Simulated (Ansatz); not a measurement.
Cu2O (Cuprite): single point with B3LYP

**Experimental background.**

“Importance of surface oxygen vacancies for ultrafast hot carrier relaxation and transport in Cu2O”, 2021, arxiv:2103.03167 quotes, for a bulk crystal of Cu2O: band gap 2.17 eV (direct).

The system is Cu2O (Cuprite).

```
CELL_PARAMETERS angstrom
4.26000 0.00000 0.00000
0.00000 4.26000 0.00000
0.00000 0.00000 4.26000
ATOMIC_POSITIONS crystal
Cu 0.75000 0.25000 0.75000
Cu 0.75000 0.75000 0.25000
Cu 0.25000 0.75000 0.75000
Cu 0.25000 0.25000 0.25000
O 0.50000 0.50000 0.50000
O 0.00000 0.00000 0.00000
```

```json
{
  "Program": "Ansatz 0.2.0",
  "Task": "single point",
  "Functional": "B3LYP",
  "Potentials or basis": "Ansatz PAW",
  "Cutoff": "420 eV (not typed: the program's choice for these potentials)",
  "k mesh": "4 × 4 × 4",
  "Occupations": "fermi-dirac, width 0.05 eV",
  "Spin": "no spin polarisation"
}
```

```yaml
Pressure: 6.1 GPa
Band_gap_on_the_k_mesh: 2.45 eV, direct
```

Levels at points of the mesh, in eV from the valence-band top:
```csv
k point,band 41,band 42,band 43,band 44,band 45,band 46,band 47,band 48
"(0.00, 0.00, 0.00)",-2.14,0.00,0.00,0.00,2.45,3.01,3.01,10.34
"(0.00, 0.00, -0.50)",-1.64,-1.64,-0.35,-0.35,4.25,4.25,6.13,6.13
"(0.00, -0.50, -0.50)",-1.66,-1.66,-0.70,-0.70,3.84,3.84,5.92,5.92
"(-0.50, -0.50, -0.50)",-0.92,-0.75,-0.75,-0.75,4.33,4.33,4.33,7.11
```

Wall time 29 s on 2 threads of Arm Neoverse V2, with other jobs on the host, peak memory 1.2 GiB.

A measured gap of Cu2O is 2.17 eV (direct; quoted in “Importance of surface oxygen vacancies for ultrafast hot carrier relaxation and transport in Cu2O”, 2021, arxiv:2103.03167); the calculated 2.45 eV misses it by +0.28 eV. The value is that of B3LYP, without temperature or zero-point motion.

Caveat: the pressure holds a Pulay correction of +0.5 GPa for the finite cutoff; the PAW data sets come from PBE, with cores solved anew for the run's functional, which leaves a small shift of forces and pressure; the thresholds are loose for stress.
